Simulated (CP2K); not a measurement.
Here is a CP2K 2026.2 calculation.

inp_scf.inp

```
&GLOBAL
  PROJECT inp_scf
  RUN_TYPE ENERGY_FORCE
  PRINT_LEVEL LOW
&END GLOBAL
&FORCE_EVAL
  METHOD QS
  STRESS_TENSOR ANALYTICAL
  &DFT
    BASIS_SET_FILE_NAME BASIS_MOLOPT_UZH
    POTENTIAL_FILE_NAME POTENTIAL_UZH
    &MGRID
      CUTOFF 450
      REL_CUTOFF 60
      NGRIDS 5
    &END MGRID
    &QS
      METHOD GPW
      EPS_DEFAULT 1.0E-10
    &END QS
    &KPOINTS
      SCHEME MONKHORST-PACK 8 8 8
      GAMMA_CENTERED T
      SYMMETRY T
      SYMMETRY_BACKEND SPGLIB
    &END KPOINTS
    &SCF
      SCF_GUESS ATOMIC
      EPS_SCF 1.0E-6
      MAX_SCF 100
      ADDED_MOS 10
      CHOLESKY OFF
      EPS_EIGVAL 1.0E-7
      &DIAGONALIZATION ON
        ALGORITHM STANDARD
      &END DIAGONALIZATION
      &MIXING ON
        METHOD BROYDEN_MIXING
        ALPHA 0.4
        BETA 1.5
        NBUFFER 8
      &END MIXING
      &SMEAR ON
        METHOD FERMI_DIRAC
        ELECTRONIC_TEMPERATURE [K] 580.226
      &END SMEAR
    &END SCF
    &XC
      &XC_FUNCTIONAL PBE
      &END XC_FUNCTIONAL
    &END XC
    &PRINT
      &KPOINTS ON
      &END KPOINTS
      &MULLIKEN ON
      &END MULLIKEN
      &MO ON
        ENERGIES T
        OCCUPATION_NUMBERS T
        &EACH
          QS_SCF 0
        &END EACH
        ADD_LAST NUMERIC
      &END MO
      &LOWDIN ON
      &END LOWDIN
      &HIRSHFELD ON
        SHAPE_FUNCTION DENSITY
      &END HIRSHFELD
    &END PRINT
  &END DFT
  &SUBSYS
    &CELL
      A 3.9157225948 0.0000000000 0.0000000000
      B 1.9578612974 3.3911152412 0.0000000000
      C 1.9578612974 1.1303717471 3.1971741105
      PERIODIC XYZ
    &END CELL
    &COORD
      SCALED
      In  0.0000000000 0.0000000000 0.0000000000
      P   0.5000000000 0.5000000000 0.5000000000
    &END COORD
    &KIND In
      BASIS_SET TZVP-MOLOPT-PBE-GTH-q13
      POTENTIAL GTH-PBE-q13
    &END KIND
    &KIND P
      BASIS_SET TZVP-MOLOPT-PBE-GTH-q5
      POTENTIAL GTH-PBE-q5
    &END KIND
    &PRINT
      &ATOMIC_COORDINATES ON
      &END ATOMIC_COORDINATES
      &CELL ON
      &END CELL
    &END PRINT
  &END SUBSYS
  &PRINT
    &FORCES ON
    &END FORCES
    &STRESS_TENSOR ON
    &END STRESS_TENSOR
  &END PRINT
&END FORCE_EVAL
```

Potentials or basis: POTENTIAL_UZH In GTH-PBE-q13, P GTH-PBE-q5; TZVP-MOLOPT-PBE-GTH basis.

The run is started by

```console
$ OMP_NUM_THREADS=1 cp2k.psmp -i inp_scf.inp -o inp_scf.out
```

(1) What does it give for the Hirshfeld charges?

(2) Predict the pressure.

Answers

(1) In +0.23; P -0.23 e.

(2) 0.6 GPa.

Caveat: the basis of atomic orbitals isn't converged, which shifts pressures, moduli and gaps.
